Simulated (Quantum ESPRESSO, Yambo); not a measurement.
# CdS (Hawleyite): G0W0 with Yambo, start to end, part 2 of 3

Aim: the G0W0 gap of CdS (Hawleyite) on PBE, step by step.

Quantum ESPRESSO 7.5 and Yambo 5.3.0; PBE and many-body steps on it, plane waves. Known limits of the many-body steps: not at the basis limit; no spin-orbit coupling; coarse k mesh.

So far. Step 2 (Ground state): The gap is direct, at Γ. Step 3 (Bands along the symmetry lines): The gap is 1.145 eV, as in the run before at this level.

### 4. Empty states on the mesh, 4×4×4 mesh, 598 bands

Level of this step: DFT, PBE, plane waves, norm-conserving pseudopotentials (Quantum ESPRESSO).

The sums over transitions need many empty states on a uniform mesh; this step solves for them.

Input file pw.in:

```
&control
  calculation = 'nscf'
  prefix = 'x'
  outdir = 'o'
  pseudo_dir = 'pseudo'
/
&system
  ibrav = 0
  nat = 2
  ntyp = 2
  ecutwfc = 94.0
  nbnd = 598
  force_symmorphic = .true.
/
&electrons
  conv_thr = 1e-9
  electron_maxstep = 80
  diago_full_acc = .true.
  diago_thr_init = 5e-6
/
ATOMIC_SPECIES
  Cd 112.41 Cd.upf
  S 32.06 S.upf
CELL_PARAMETERS angstrom
  -0.0000000000 2.9165000000 2.9165000000
  2.9165000000 -0.0000000000 2.9165000000
  2.9165000000 2.9165000000 -0.0000000000
ATOMIC_POSITIONS crystal
  Cd 0.0000000000 0.0000000000 0.0000000000
  S 0.2500000000 0.2500000000 0.2500000000
K_POINTS automatic
  4 4 4 0 0 0
```

The run is started by

```bash
$ OMP_NUM_THREADS=1 mpirun -n 8 pw.x -nk 4 -in pw.in > pw.out
```

The log of the run:

```text
[banner, memory and clock lines left out]
Program PWSCF v.7.5 starts

     Atomic positions and unit cell read from directory:
     o/x.save/

     Message from routine setup:
     using ibrav=0 with symmetry is DISCOURAGED, use correct ibrav instead

     bravais-lattice index     =            0
     lattice parameter (alat)  =       7.7943  a.u.
     unit-cell volume          =     334.8209 (a.u.)^3
     number of atoms/cell      =            2
     number of atomic types    =            2
     number of electrons       =        26.00
     number of Kohn-Sham states=          598
     kinetic-energy cutoff     =      94.0000  Ry
     charge density cutoff     =     376.0000  Ry
     Exchange-correlation= PBE
                           (   1   4   3   4   0   0   0)

     celldm(1)=   7.794277  celldm(2)=   0.000000  celldm(3)=   0.000000
     celldm(4)=   0.000000  celldm(5)=   0.000000  celldm(6)=   0.000000

     crystal axes: (cart. coord. in units of alat)
               a(1) = (  -0.000000   0.707107   0.707107 )
               a(2) = (   0.707107  -0.000000   0.707107 )
               a(3) = (   0.707107   0.707107  -0.000000 )

     reciprocal axes: (cart. coord. in units 2 pi/alat)
               b(1) = ( -0.707107  0.707107  0.707107 )
               b(2) = (  0.707107 -0.707107  0.707107 )
               b(3) = (  0.707107  0.707107 -0.707107 )
     Pseudo is Norm-conserving + core correction, Zval = 20.0
     Generated using ONCVPSP code by D. R. Hamann
     Using radial grid of 1368 points,  6 beta functions with:
     Pseudo is Norm-conserving + core correction, Zval =  6.0
     Generated using ONCVPSP code by D. R. Hamann
     Using radial grid of 1146 points,  6 beta functions with:
     Cd               20.00   112.41000     Cd( 1.00)
     S                 6.00    32.06000     S ( 1.00)

     24 Sym. Ops. (no inversion) found

   Cartesian axes

     site n.     atom                  positions (alat units)
         1        Cd     tau(   1) = (   0.0000000   0.0000000   0.0000000  )
         2        S      tau(   2) = (   0.3535534   0.3535534   0.3535534  )

     number of k points=     8
                       cart. coord. in units 2pi/alat
        k(    1) = (   0.0000000   0.0000000   0.0000000), wk =   0.0312500
        k(    2) = (   0.1767767   0.1767767  -0.1767767), wk =   0.2500000
        k(    3) = (  -0.3535534  -0.3535534   0.3535534), wk =   0.1250000
[...]
k(    7) = (  -0.7071068   0.0000000   0.0000000), wk =   0.0937500
        k(    8) = (  -0.7071068   0.3535534   0.0000000), wk =   0.1875000

     Dense  grid:    41151 G-vectors     FFT dimensions: (  50,  50,  50)

     The potential is recalculated from file :
     o/x.save/charge-density

     Starting wfcs are   14 randomized atomic wfcs +  584 random wfcs

     Band Structure Calculation

     End of band structure calculation

          k = 0.0000 0.0000 0.0000 (  5065 PWs)   bands (ev):

   -94.3755 -55.4396 -55.4396 -55.4396  -5.3823  -0.7406  -0.7406  -0.7406
    -0.2617  -0.2617   6.9821   6.9821   6.9821   8.1268  13.5132  13.5132
    13.5132  18.3635  18.3635  18.4326  20.2843  20.2843  20.2843  22.5626
[...]
[... 63 further rows ...]
[...]
297.8052 297.8052 298.5624 298.5624 298.5624 299.5996

          k = 0.1768 0.1768-0.1768 (  5156 PWs)   bands (ev):

[...]
[... 63 further rows ...]
[...]
296.0879 296.0879 296.3232 296.8506 296.8506 298.3117

          k =-0.3536-0.3536 0.3536 (  5168 PWs)   bands (ev):

[...]
65.8940  67.6525  67.7258  67.7258  68.1298  68.1298  69.2984  69.8215
     [... 63 further rows ...]
   291.2363 291.9563 293.3456 293.3456 295.2869 295.7413 295.9733 295.9733
   296.9716 297.5422 297.5422 297.8662 297.8662 298.5805

          k = 0.3536 0.0000 0.0000 (  5105 PWs)   bands (ev):

     [... further k-points ...]

     highest occupied, lowest unoccupied level (ev):     6.9821    8.1268

     XML data file, pseudopotentials, collected wavefunctions
```

The job ended after 81 s (8 MPI ranks of Arm Neoverse V2, shared host; peak memory 1.9 GiB).

This step gave:

- gap: 1.145 eV
- k of the valence top: 0, 0, 0
- k of the conduction bottom: 0, 0, 0
- least direct gap: 1.145 eV
- k points computed: 8
- lowest point of the top converged band, above the valence top: 288.4230 eV

On this mesh the gap is 1.145 eV.

### 5. Conversion and set-up

This step: Yambo 5.3.0; conversion and set-up on PBE, plane waves, norm-conserving pseudopotentials.

The states are converted to the many-body program's format and the q mesh is built.

The run is started by

```bash
$ (cd o/x.save; p2y > p2y.log; mv SAVE ../..); yambo > setup.log
```

The log of the run:

```text
 Yambo, version 5.3.0

 [02] CORE Variables Setup
 =========================

  [02.01] Unit cells
  ==================

  Cell kind             :  FCC
  Atoms in the cell     :  Cd  S
  number of Cd atoms    :  1
  number of S  atoms    :  1

  List of atomic masses
  Mass of Cd    :  112.4100
  Mass of S     :  32.06000

  List of atomic coordinates    : [cc]
  Cd1       :  0.000000  0.000000  0.000000  order 1
  S1       :  2.755693  2.755693  2.755693  order 2

  Alat factors          :  5.511386  5.511386  5.511386 [a.u.]
  Direct lattice volume :  334.8209 [a.u.]
  Direct lattice vectors:  A[ 1 ]  A[ 2 ]  A[ 3 ]
   A[ 1 ]: -0.000000  1.000000  1.000000  [iru]
  -0.000000  5.511386  5.511386  [cc]
   A[ 2 ]:  1.000000 -0.000000  1.000000  [iru]
   5.511386 -0.000000  5.511386  [cc]
   A[ 3 ]:  1.000000  1.000000 -0.000000  [iru]
   5.511386  5.511386 -0.000000  [cc]

  Recip. lattice volume :  0.740845 [a.u.]
  Recip. lattice vectors:  B[ 1 ]  B[ 2 ]  B[ 3 ]
   B[ 1 ]: -0.500000  0.500000  0.500000  [iku]
  -0.570019  0.570019  0.570019  [cc]
   B[ 2 ]:  0.500000 -0.500000  0.500000  [iku]
   0.570019 -0.570019  0.570019  [cc]
   B[ 3 ]:  0.500000  0.500000 -0.500000  [iku]
   0.570019  0.570019 -0.570019  [cc]

  [02.02] Symmetries
  ==================

  Inversion symmetry    : yes
  Spatial inversion     : no
  Inversion index       :  25
  K-space Time-reversal : yes
  Magnetic symmetries   : no
  Time-reversal derived K-space symmetries:   25   48
  Group table correct   : yes
  Symmetries units      :  [cc]

   [S  1]:   1.0000     -0.15363E-16 -0.15363E-16 -0.15363E-16   1.0000      0.15363E-16  0.15363E-16  0.15363E-16   1.0000
   [S  2]:  -1.0000      0.15363E-16 -0.15363E-16  0.15363E-16  -1.0000      0.15363E-16 -0.15363E-16 -0.15363E-16   1.0000
   [S  3]:  -1.0000     -0.15363E-16  0.15363E-16  0.15363E-16   1.0000     -0.15363E-16 -0.15363E-16  0.15363E-16  -1.0000
[...]
[S  9]: -0.15363E-16   1.0000     -0.15363E-16  0.15363E-16 -0.15363E-16   1.0000       1.0000      0.15363E-16  0.15363E-16
   [S 10]: -0.15363E-16  -1.0000      0.15363E-16  0.15363E-16  0.15363E-16  -1.0000       1.0000     -0.15363E-16 -0.15363E-16
     [... 36 further rows ...]
   [S*47]:   1.0000     -0.15363E-16  0.15363E-16 -0.15363E-16  0.15363E-16  -1.0000      0.15363E-16   1.0000     -0.15363E-16
   [S*48]:   1.0000      0.15363E-16 -0.15363E-16 -0.15363E-16 -0.15363E-16   1.0000      0.15363E-16  -1.0000      0.15363E-16

  [02.03] Reciprocal space
  ========================

  nG shells         :   388
  nG charge         :   41151
  nG WFs            :   6151
  nC WFs            :   5180
  G-vecs. in first 38 shells:  [ Number ]
     1    9   15   27   51   59   65   89  113
    137   169   181   229   259   283   307   331   339
    387   411   459   531   537   561   609   645   701
[...]
1139  1211
  ...
[...]
K/Q-points units:
  rlu = crystal or reduced units; cc = cartesian coordinates; iku = interal k-units

  K [1]          [rlu]:  0.000000  0.000000  0.000000
         WF components:   5065
  K [2]          [rlu]: -0.74775E-17 -0.74775E-17  0.25000
         WF components:   5156
  K [3]          [rlu]:  0.14955E-16  0.14955E-16 -0.50000
         WF components:   5168
  K [4]          [rlu]: -0.62139E-17  0.25000      0.25000
         WF components:   5105
  K [5]          [rlu]: -0.19138E-17  0.25000     -0.50000
         WF components:   5165
  [... 2 further k-points ...]
  K [8]          [rlu]:  0.250000 -0.500000 -0.250000
         WF components:   5180

  [02.05] Energies & Occupations
  ==============================

  [X] === General ===
  [X] Electronic Temperature                        :  0.000000  0.000000 [eV K]
  [X] Bosonic    Temperature                        :  0.000000  0.000000 [eV K]
  [X] Finite Temperature mode                       : no
  [X] El. density                                   :  0.52403E+24 [cm-3]
  [X] Fermi Level                                   :  6.982053 [eV]

  [X] === Gaps and Widths ===
  [X] Conduction Band Min                           :  1.144727 [eV]
  [X] Valence Band Max                              :  0.000000 [eV]
  [X] Filled Bands                                  :  13
  [X] Empty Bands                                   :    14   598
  [X] Direct Gap                                    :  1.144727 [eV]
  [X] Direct Gap localized at k                     :  1
  [X] Indirect Gap                                  :  1.144727 [eV]
  [X] Indirect Gap between kpts                     :  1  1
  [X] Last valence band width                       :  2.183509 [eV]
  [X] 1st conduction band width                     :  4.279643 [eV]

  E @ K [1]:  [eV]
  -101.3576  -62.4216  -62.4216  -62.4216  -12.3644   -7.7227   -7.7227   -7.7227
   -7.2437      -7.2437     -0.50301E-12   0.0000       0.0000       1.1447       6.5312       6.5312
    6.53119  11.38147  11.38147  11.45053  13.30226  13.30226  13.30226  15.58051
[...]
occ @ K [1]
[...]
E @ K [2]:  [eV]
[...]
occ @ K [2]
[...]
E @ K [3]:  [eV]
[...]
occ @ K [3]
[...]
E @ K [4]:  [eV]
[...]
occ @ K [4]
[...]
E @ K [5]:  [eV]
[...]
occ @ K [5]
[...]
[... 2 further k-points ...]
  E @ K [8]:  [eV]
[...]
occ @ K [8]
[...]
0.000000  0.000000  0.000000  0.000000  0.000000  0.000000  0.000000  0.000000
   0.000000  0.000000  0.000000  0.000000  0.000000  0.000000  0.000000  0.000000

 [03] Transferred momenta grid and indexing
 ==========================================

 IBZ Q-points                                      :   8
 BZ  Q-points                                      :   64

 K/Q-points units:
 rlu = crystal or reduced units; cc = cartesian coordinates; iku = interal k-units

 Q [1]          [rlu]:  0.000000  0.000000  0.000000
 Q [2]          [rlu]: -0.40681E-17 -0.40681E-17  0.25000
 Q [3]          [rlu]:  0.81362E-17  0.81362E-17 -0.50000
[...]
Q [7]          [rlu]:  0.12428E-16 -0.50000     -0.50000
 Q [8]          [rlu]:  0.250000 -0.500000 -0.250000

  [03.01] X indexes
  =================

   [03.01.01] Sigma indexes
   ========================

 [06] Game Over & Game summary
```

Elapsed: 2.5 s, on 1 MPI rank; peak memory 0.25 GiB.

(Continued in part 3 of 3.)

[Paths, hosts, dates, memory and timing lines, banners, echoed tables and standing remarks are left out of the program output.]

[Logs are printed without paths, hosts, clocks, repeated set-up lines and the standing remarks that a program may print on its own settings, such as how far it seeks lower states.]

[Runs of the session that timed out or met a known fault of the program may be left out.]

[Hosts, paths, dates, database ids (printed as entryN), source tags and the programs' standing remarks are cut or masked in the printed files.]
